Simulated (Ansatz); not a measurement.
# Ge (Fmmm) in Ansatz: notebook

Runs on Ge. Level: PBEsol. Tasks: density of states, phonons.

Program: Ansatz 0.2.0. These are calculated values, not measurements. Logs are shortened: lines on timing, memory, paths and dates and some standing lists are left out, and cuts for length are marked.

## 1. Starting point

The structure is orthorhombic, space group Fmmm (No. 69). Conventional cell: a = 5.261 Å, b = 5.771 Å, c = 10.231 Å, α = 90.00°, β = 90.00°, γ = 90.00°. Around Ge (site symmetry m2m) lie 5 Ge at 2.61 to 2.73 Å. Ge (site symmetry mm2) is surrounded by 6 Ge at 2.71 to 2.96 Å.

This isn't the form of Ge at room conditions, which is diamond.

## 2. Density of states, PBEsol

The input, input.yaml:

```yaml
crystal:
  lattice:
    - [0.0, 2.88574, 5.115665]
    - [2.630497, 0.0, 5.115665]
    - [2.630497, 2.88574, 0.0]
  atoms:
    - { symbol: Ge, position: [0.72649, 0.27351, 0.72649] }
    - { symbol: Ge, position: [0.27351, 0.72649, 0.27351] }
    - { symbol: Ge, position: [0.218133, 0.218133, 0.781867] }
    - { symbol: Ge, position: [0.781867, 0.781867, 0.218133] }
kpoints:
  mp_grid: { grid: [7, 7, 7] }
scf:
  occupations: { method: fermi_dirac, width: 0.05 }
hamiltonian:
  xc: pbesol
  pseudopotentials: { kind: all_electron, datasets: crystal }
output:
  forces: true
  stress: true
  eigenvalues: true
  dos: { projected: false, de: 0.1, e_range: [-14, 10] }
  elf: true
  volumetric_format: npy
```

Potentials or basis: all-electron PAW datasets made for the crystal.

Launch:

```console
ansatz run input.yaml --threads 2 --pin off --max-ram 8192MiB --backend cpu --events-out ev --progress --plain --runs-dir out
```

Output:

```text
Warning: RAYON_NUM_THREADS=2 ignored (pool sized by the plan → 2); use --threads N
hamiltonian.pseudopotentials.datasets: crystal makes datasets for this crystal and solves the spheres of its atoms anew in each pass: cutoff 160.0 eV, the density's 800.0 eV; for an error of 0.50 meV an atom under PBE, 2.0 meV for the cell; an energy difference from a run of another recipe may be off by several times the error for the cell, under r2SCAN by more, where some 0.1 meV an atom stays at smaller errors; Ge in spheres of 1.307 Å, 4 of its electrons in bands, 10 on its site; only band paths and densities of states list, in semicore columns, the levels of the semicore shells that are solved separately: 3d of Ge
band count auto-derived: 15 (N_el = 16.0; filled up to band 8; 12 by the electrons, moments and atoms)
Engine: ansatz 0.2.0, aarch64-unknown-linux-gnu
Pseudopotentials: kind: all_electron
Pseudopotential: Ge, paw, valence charge 14, recommended cutoff 160 eV (normal), crystal/all_electron/pbesol/scalar/gaussian/Ge, Koelling and Harmon's equation, gaussian nucleus
Functional definition: PBEsol
  exchange = pbesol_x
  correlation = pbesol_c
Crystal: 4 atoms, lattice volume = 77.665 Å³
Basis set: ecut = 160 eV, 347 PW (Γ), exchange–correlation on 60×54×40 points (8 copies of the dense FFT grid, shifted against one another)
Bands: 15, of which v1, the nominal top of the filled ones, is band 8 counted from 1 (7 counted from 0)
Symmetry: 8 space group operations
Space group: Fmmm (ITA 69), of the structure as read, at distance tolerance 4.3e-5 Å
k-points: 64 of 343
Non-local potential: Ge, projectors of the file, l = 0: 1, l = 1: 1
PAW form: soft (Blöchl's): semilocal exchange-correlation on the pseudo side does not see the compensation charge
PAW one-centre angular grid: Ge, 110 points (default); XC on its mesh's 1893 points in the sphere
Initial density: superposition of atomic densities (neutral atoms: chi_scale 0, normalization atom)
Initial wavefunctions: pseudopotential atomic-orbital guess
Functional: x = pbesol(κ = 0.804, μ = 0.12345679012345678), c = pbesol(β = 0.046)
iter 1 solved again at ethr=1.51e-3 eV; its pass at ethr=1.00e-1 eV (dr2=2.41e-1 eV) is discarded
SCF iter   1: F=—  HF=-228298.664280 eV  |F-HF|=—  |Δ(HF+E_count)|=         —  Δρ=1.84e-2  dr2=2.17e-1  ethr=1.51e-3  ⟨swp⟩=4.2  Hψ=6630  notcnv=0
preconditioner: auto → Kerker (q_TF=auto, 2.097 Å⁻¹)  [metal: Δε(μ)=0.018 eV  Ē_g=9.065 eV  σ=0.050 eV  W_gap=0.09  n_scr=10 (ndim 8)  ℏωp=16.9 eV  f_vac=0.000  D(μ)=1.51/eV (n_scr^D=10)]
SCF iter   2: F=—  HF=-228298.659397 eV  |F-HF|=—  |Δ(HF+E_count)|=   4.88e-3  Δρ=1.12e-2  dr2=7.78e-2  ethr=1.36e-3  ⟨swp⟩=2.1  Hψ=1921  notcnv=0  defer=1
iter 3 solved again at ethr=1.78e-5 eV; its pass at ethr=4.86e-4 eV (dr2=2.85e-3 eV) is discarded
SCF iter   3: F=—  HF=-228298.645395 eV  |F-HF|=—  |Δ(HF+E_count)|=   1.40e-2  Δρ=2.12e-3  dr2=2.79e-3  ethr=1.78e-5  ⟨swp⟩=2.1  Hψ=4949  notcnv=0  defer=6
SCF iter   4: F=—  HF=-228298.644252 eV  |F-HF|=—  |Δ(HF+E_count)|=   1.14e-3  Δρ=9.52e-4  dr2=5.64e-4  ethr=1.75e-5  ⟨swp⟩=2.0  Hψ=1517  notcnv=0  defer=2
SCF iter   5: F=—  HF=-228298.643964 eV  |F-HF|=—  |Δ(HF+E_count)|=   2.87e-4  Δρ=7.11e-5  dr2=3.68e-6  ethr=3.52e-6  ⟨swp⟩=2.0  Hψ=1517  notcnv=0  defer=2
SCF iter   6: F=—  HF=-228298.643965 eV  |F-HF|=—  |Δ(HF+E_count)|=   8.12e-7  Δρ=1.77e-5  dr2=1.51e-7  ethr=2.30e-8  ⟨swp⟩=3.1  Hψ=2042  notcnv=0  defer=2
SCF iter   7: F=-228298.643965 eV  HF=-228298.643965 eV  |F-HF|=7.13e-9  |Δ(HF+E_count)|=   3.99e-8  Δρ=4.14e-6  dr2=1.31e-8  ethr=9.43e-10  ⟨swp⟩=2.2  Hψ=1527  notcnv=0  defer=3
SCF 1 converged in 7 iterations: F = -228298.643963 eV  dr2 = 1.31e-8
  Residual-converged pass: ⟨swp⟩=3.2  Hψ=1703  notcnv=0  max |occ|·‖R‖ = 6.6e-6 eV (tolerance 6.7e-6 eV)  dr2=1.30e-8  dr2_onsite=9.63e-9  max |Δocc| = 5.0e-10
SCF converged after 7 iterations
Free energy (F): -228298.643963 eV
Harris-Foulkes:  -228298.643963 eV  (|F-HF|=7.13e-9)
Internal energy: -228298.631421 eV  (E = F + TS)
E sigma→0 (E₀):  -228298.637692 eV
Entropy (-TS):   -0.012542 eV (-3.136 meV/atom)
Past the cutoff: the bands carry plane waves up to 1.75 times it, of which those up to 1.5 times it add -0.000159 eV an atom, each by itself; the spheres take 0.000029 eV an atom off the energy for waves past 1.75 times it
By the cutoff:   a pressure is off by up to 0.005 GPa (1.2 times the spheres' own share and the shells' term, over an atom's volume, and 0.004 GPa: a bound that held against runs at twice the plane waves)
Past the cutoffs: a stress includes 0.0011 GPa for waves and charges beyond them, in addition to the slope of what the spheres take
In the spheres:  the bands' charges fall short by 2.6e-7 e at most (sound up to 1e-3), those of shells solved beside the bands by 2.3e-7 e (sound up to 5e-4)
Fermi energy:    11.961097 eV
--- Per-component energies (eV) ---
  E_band       = 106.992452
  E_kinetic    = 169.755502
  E_local      = -4296.461965  (includes V_loc(G=0)·N_el)
  E_nonlocal   = 16.868691
  E_hartree    = 2159.997738
  E_xc         = -206.970519
  E_vxc        = -236.674747  (∫ρ·V_xc dr)
  E_paw        = -237590.950771  (= ΣΔE_a)
  E_vpaw       = -17311.759716  (= ΣTr[D̂ρ^β])
  E_ewald      = -5996.134398
  E_smearing   = -0.012542  (= −TS)
  E_closure    = 17445.264300  (closes the sum)
  Σ components = -228298.643963   (vs F -228298.643963, Δ=0.00e0)
  The terms above E_closure are by the made datasets' own strengths, without shells solved beside the bands.
--- Forces (eV/Å), atoms counted from 1 ---
  atom   1  Ge     0.00000000    -0.03995964     0.00000000
  atom   2  Ge     0.00000000     0.03995964     0.00000000
  atom   3  Ge     0.00000000     0.00000000     0.04274901
  atom   4  Ge     0.00000000     0.00000000    -0.04274901
  max |Σ_I F_I| component: 6.94e-18 eV/Å
--- Stress (GPa, compression-positive) ---
       -3.978496       0.000000       0.000000
        0.000000      -3.000968       0.000000
        0.000000       0.000000      -3.430422
  P = ⅓ Tr σ = -3.4700 GPa (-34.700 kbar)
  It holds what live shells' own plane waves past their cutoff add
--- Band table (eV; the first three rows and the last of 64) ---
  k-point 0: bands = ["-0.9621", "3.6341", "5.7828", "8.2031", "9.1150", "9.6753", "10.0290", "10.1831", "10.4140", "14.8988", "15.6628", "16.0570", "18.2292"]
  k-point 1: bands = ["-0.7375", "3.5893", "5.9347", "6.9265", "8.0191", "9.8867", "10.4030", "10.9916", "11.4527", "14.9054", "15.8204", "16.6837", "17.4153"]
  k-point 2: bands = ["-0.0653", "3.6309", "4.4610", "6.0257", "8.0485", "10.1482", "11.0353", "12.1840", "12.9027", "13.3058", "15.1854", "15.7557", "17.0114"]
  k-point 63: bands = ["0.3955", "0.8682", "5.7413", "7.8997", "9.9257", "11.0005", "11.8818", "11.9682", "12.8077", "13.1733", "13.8055", "15.3483", "16.4881"]
```

Wall time 8.3 s (2 threads of Arm Neoverse V1, shared host); peak memory 0.56 GiB.

Results:

```
Free energy            : -228298.6440 eV
Pressure               : -3.5 GPa
Largest force          : 0.043 eV/Å
Band gap on the k mesh : none (metal or under the smearing width)
```

Forces in eV/Å, atoms in the order of the input:
```
Ge   0.000 -0.040  0.000
Ge   0.000  0.040  0.000
Ge   0.000  0.000  0.043
Ge   0.000  0.000 -0.043
```

States per cell in windows of 1 eV (zero at the Fermi level; states under -8 eV left out):
| from (eV) | total |
| --- | --- |
| -8.0 | 1.15 |
| -7.0 | 1.17 |
| -6.0 | 0.74 |
| -5.0 | 1.04 |
| -4.0 | 1.59 |
| -3.0 | 1.81 |
| -2.0 | 2.11 |
| -1.0 | 1.84 |
| 0.0 | 1.55 |
| 1.0 | 1.74 |
| 2.0 | 1.81 |
| 3.0 | 2.00 |
| 4.0 | 2.44 |
| 5.0 | 2.31 |
| 6.0 | 1.48 |
| 7.0 | 0.55 |

Caveat: the program warned that the printed levels may be off, so bands, gaps and densities of states are rough.

## 3. Phonons, PBEsol

input.yaml: that of step 2 with these lines changed.

```diff
@@ -16,9 +16,6 @@
   xc: pbesol
-  pseudopotentials: { kind: all_electron, datasets: crystal }
-output:
-  forces: true
-  stress: true
-  eigenvalues: true
-  dos: { projected: false, de: 0.1, e_range: [-14, 10] }
-  elf: true
-  volumetric_format: npy
+  pseudopotentials: { kind: all_electron, lapw: { basis_error: 0.002 } }
+output: {}
+phonons:
+  method: fd
+  supercell: [1, 1, 1]
```

Potentials or basis: all-electron LAPW, scalar-relativistic.

Launch:

```console
ansatz run input.yaml --threads 2 --pin off --max-ram 8192MiB --backend cpu --events-out ev --progress --plain --runs-dir out
```

Output:

```text
Warning: RAYON_NUM_THREADS=2 ignored (pool sized by the plan → 2); use --threads N
LAPW: plane waves up to 8.370 Å⁻¹, error target 2.0e-3 eV per atom; small_component_spin mean_spin; Ge in spheres of 1.268 Å, 22 of its electrons in bands, Dirac shells [] (how accurate: hamiltonian.pseudopotentials.lapw.basis_error, Limitations)
[... 2 set-up lines as earlier in the session ...]
Pseudopotential: Ge, LAPW, valence charge 22, lapw/all_electron/scalar/gaussian/Ge, Koelling and Harmon's equation, gaussian nucleus
[... 3 set-up lines as earlier in the session ...]
Crystal: 4 atoms, lattice volume = 77.665 Å³
Basis set: ecut = 266.9328040643688 eV, 769 PW (Γ), FFT grids on a1−a2, a2, a3, exchange–correlation at level 2
Bands: 53, of which v1, the nominal top of the filled ones, is band 44 counted from 1 (43 counted from 0)
[... 1 set-up line as earlier in the session ...]
k-points: 64 of 343
Non-local potential: Ge, projectors of the file, none
[... 106 lines left out ...]
  Σ components = -228298.641541   (vs F -228298.641541, Δ=0.00e0)
  Basis errors (estimates in eV, not in F): energy 6.9e-4 per atom: plane waves 6.7e-4 (3.8e-4 summed), levels above the bands 3.9e-66, relativity 6.1e-9, radial functions 2.6e-5, core shells 4.6e-11; eigenvalues (radial functions only) 9.0e-7; not estimated: angular momenta, meshes, grids; target (lapw.basis_error) 2.0e-3; muffin-tin radii Ge 1.268 Å
--- Forces (eV/Å), atoms counted from 1 ---
  atom   1  Ge     0.00000000    -0.03997533     0.00000000
  atom   2  Ge     0.00000000     0.03997533     0.00000000
  atom   3  Ge     0.00000000     0.00000000     0.04264915
  atom   4  Ge     0.00000000     0.00000000    -0.04264915
  max |Σ_I F_I| component: 1.39e-17 eV/Å
--- Band table (eV; the first three rows and the last of 64) ---
  k-point 0: bands = ["-151.3063", "-151.3061", "-151.3047", "-151.3041", "-98.6315", "-98.6310", "-98.6260", "-98.6256", "-98.6202", "-98.6201", "-98.6100", "-98.6072", "-98.6036", "-98.6008", "-98.5988", "-98.5976", "-12.7330", "-12.6830", "-12.6483", "-12.6400", "-12.6369", "-12.6310", "-12.6279", "-12.6205", "-12.5869", "-12.5804", "-12.5542", "-12.5533", "-12.5184", "-12.5108", "-12.5074", "-12.4891", "-12.4884", "-12.4822", "-12.4464", "-12.4036", "-0.9621", "3.6341", "5.7827", "8.2030", "9.1150", "9.6752", "10.0291", "10.1830", "10.4141", "14.8988", "15.6629", "16.0569", "18.2291", "18.9690", "19.1906", "19.3662", "19.8571"]
  k-point 1: bands = ["-151.3063", "-151.3061", "-151.3046", "-151.3042", "-98.6315", "-98.6310", "-98.6260", "-98.6256", "-98.6202", "-98.6201", "-98.6100", "-98.6072", "-98.6034", "-98.6006", "-98.5991", "-98.5977", "-12.7210", "-12.6770", "-12.6489", "-12.6371", "-12.6314", "-12.6302", "-12.6288", "-12.6071", "-12.5854", "-12.5779", "-12.5584", "-12.5471", "-12.5197", "-12.5148", "-12.5123", "-12.4957", "-12.4919", "-12.4893", "-12.4508", "-12.4160", "-0.7375", "3.5894", "5.9346", "6.9265", "8.0191", "9.8867", "10.4030", "10.9916", "11.4528", "14.9054", "15.8204", "16.6837", "17.4153", "17.8697", "18.6279", "19.1090", "19.3264"]
  k-point 2: bands = ["-151.3063", "-151.3061", "-151.3046", "-151.3042", "-98.6314", "-98.6310", "-98.6260", "-98.6257", "-98.6202", "-98.6201", "-98.6100", "-98.6072", "-98.6027", "-98.6002", "-98.5997", "-98.5982", "-12.6878", "-12.6600", "-12.6527", "-12.6399", "-12.6235", "-12.6169", "-12.6099", "-12.5880", "-12.5803", "-12.5733", "-12.5649", "-12.5374", "-12.5320", "-12.5255", "-12.5177", "-12.5103", "-12.5055", "-12.5018", "-12.4632", "-12.4474", "-0.0653", "3.6309", "4.4609", "6.0257", "8.0484", "10.1481", "11.0353", "12.1840", "12.9028", "13.3057", "15.1854", "15.7557", "17.0114", "17.7957", "18.6519", "18.8446", "19.1957"]
  k-point 63: bands = ["-151.3063", "-151.3061", "-151.3046", "-151.3042", "-98.6314", "-98.6309", "-98.6262", "-98.6255", "-98.6202", "-98.6201", "-98.6100", "-98.6072", "-98.6034", "-98.6006", "-98.5991", "-98.5977", "-12.7141", "-12.6659", "-12.6470", "-12.6360", "-12.6243", "-12.6131", "-12.6068", "-12.6053", "-12.5853", "-12.5724", "-12.5568", "-12.5504", "-12.5397", "-12.5222", "-12.5176", "-12.5114", "-12.5052", "-12.4916", "-12.4585", "-12.4174", "0.3954", "0.8682", "5.7412", "7.8997", "9.9258", "11.0005", "11.8818", "11.9682", "12.8076", "13.1733", "13.8054", "15.3481", "16.4881", "16.9288", "17.2385", "17.9230", "18.6923"]
--- Phonons: 6 displaced members + reference (amplitude 0.01 Å, Σ member SCF iterations 46) ---
  symmetry images taken by strict's conditions (phonons.symmetry_images: auto; settled by no image being taken that strict refuses)
  ASR residual: 4.471e-4 → 0.000e0 eV/Å²; symmetrization residual: 5.156e-4 eV/Å²
  largest component of a force at the reference: 4.3e-2 eV/Å
  ASR residual per site (eV/Å²): 4.47e-4 4.47e-4 3.78e-4 3.78e-4
  Γ frequencies (cm⁻¹): -31.72 0.00 0.00 0.00 58.46 70.13 80.39 96.61 122.70 156.10 156.65 174.78
  density of states and harmonic sums: on the 17×17×17 q-mesh, interpolated from the force constants of a 1×1×1 supercell (no non-analytic term)
  largest difference from the sums on the solved wave vectors: F 8.26e-1 eV, S 1.08e-3 and C_V 2.58e-4 eV/K
  zero-point energy: 0.062223 eV/cell   skipped modes (ω ≤ 0): 732, of them read as no rigid motion or as one in doubt: 729 (1.000e0 modes/cell left out, lowest -57.71 cm⁻¹)   left out of the sums: 8.34e-2 of the cell's modes: C_V's classical limit lies that fraction below 3 k_B per atom; for a crystal, a wire or a layer, F and S can be off by more, and a phonons.interpolated_qmesh denser along its periods is the remedy for the sampling
```

Wall time 7.7 min (2 threads of Arm Neoverse V1, shared host); peak memory 0.72 GiB.

What came out:

| Quantity | Value |
| --- | --- |
| Free energy | -228298.6415 eV |
| Largest force | 0.043 eV/Å |
| Band gap on the k mesh | none (metal or under the smearing width) |
| Highest phonon frequency at Γ | 175 cm⁻¹ |
| Most unstable mode | 32i cm⁻¹ |

Forces on the atoms (eV/Å):
```
Ge   0.000 -0.040  0.000
Ge   0.000  0.040  0.000
Ge   0.000  0.000  0.043
Ge   0.000  0.000 -0.043
```

Phonon frequencies in cm⁻¹ (negative: imaginary):
```csv
q point,frequencies
"(0.000, 0.000, 0.000)",-32 0 0 0 58 70 80 97 123 156 157 175
```

Caveat: a metal's response needs a denser mesh; some modes are imaginary.
